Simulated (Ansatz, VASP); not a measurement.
**Two plane-wave programs on SnSe**

The input INCAR:

```
SYSTEM = SnSe
  PREC = Accurate
  ENCUT = 520
  EDIFF = 1E-6
  ISMEAR = 0
  SIGMA = 0.02
  LREAL = .FALSE.
  LASPH = .TRUE.
  NELM = 150
  ALGO = Normal
  ISIF = 2
  LWAVE = .FALSE.
  LCHARG = .TRUE.
  LNONCOLLINEAR = .TRUE.
  MAGMOM = 0 0 0 0 0 0
  LORBIT = 11
  LSORBIT = .TRUE.
  GGA_COMPAT = .FALSE.
  LORBMOM = .TRUE.
  GGA = PE
  IVDW = 12
  LVHAR = .TRUE.
  NBANDS = 32
```

The input KPOINTS:

```
regular mesh
0
G
  10 10 10
  0 0 0
```

POSCAR

```
SnSe
1.0
    0.0000000000      2.9887688240      2.9887688240
    2.9887688240      0.0000000000      2.9887688240
    2.9887688240      2.9887688240      0.0000000000
Sn Se
1 1
Direct
    0.0000000000      0.0000000000      0.0000000000
    0.5000000000      0.5000000000      0.5000000000
```

Input for Ansatz:

```yaml
crystal:
  lattice:
    - [0.0, 2.988768824, 2.988768824]
    - [2.988768824, 0.0, 2.988768824]
    - [2.988768824, 2.988768824, 0.0]
  atoms:
    - { symbol: Sn, position: [0.0, 0.0, 0.0] }
    - { symbol: Se, position: [0.5, 0.5, 0.5] }
basis:
  ecutwfc: 420
kpoints:
  mp_grid: { grid: [10, 10, 10] }
  band_path: { path: [VBM, CBM], npoints: 2 }
hamiltonian:
  xc: pbe
  dispersion: d3bj
scf:
  occupations: { method: gaussian, width: 0.02 }
output:
  forces: false
  stress: false
  eigenvalues: true
magnetization:
  noncollinear: true
  spin_orbit: true
checkpoint:
  read: start.run
  write: ck
  compress: false
  write_wavefunctions: false
  write_every: 100000
```

Measurements of this composition are mostly on another form, of space group No. 62.

Alike in both runs: task single point; functional PBE; dispersion D3(BJ); k mesh 10 × 10 × 10; occupations gaussian, width 0.02 eV; non-collinear spin, spin-orbit coupling.

```csv
,VASP,Ansatz
version,VASP 6.6.1,Ansatz 0.2.0
potentials or method,"VASP PAW PBE potentials, release 64 (Sn_d, Se)","plane waves, PAW"
plane-wave cutoff (eV),520,420
valence electrons in the cell,20,30
```

|  | VASP | Ansatz | Ansatz less VASP |
| --- | --- | --- | --- |
| gap on the k mesh at the Fermi level (eV) | 0.54 | 0.54 | -0.002 |
| least direct gap on the mesh (eV) | 0.63 | 0.63 | -0.002 |
| net moment per atom (μB) | 0.00 | 0.00 | 0.000 |

With one functional, cell and mesh, what is left measures potentials, basis and numerics. The two sets of potentials don't hold the same shells in valence.
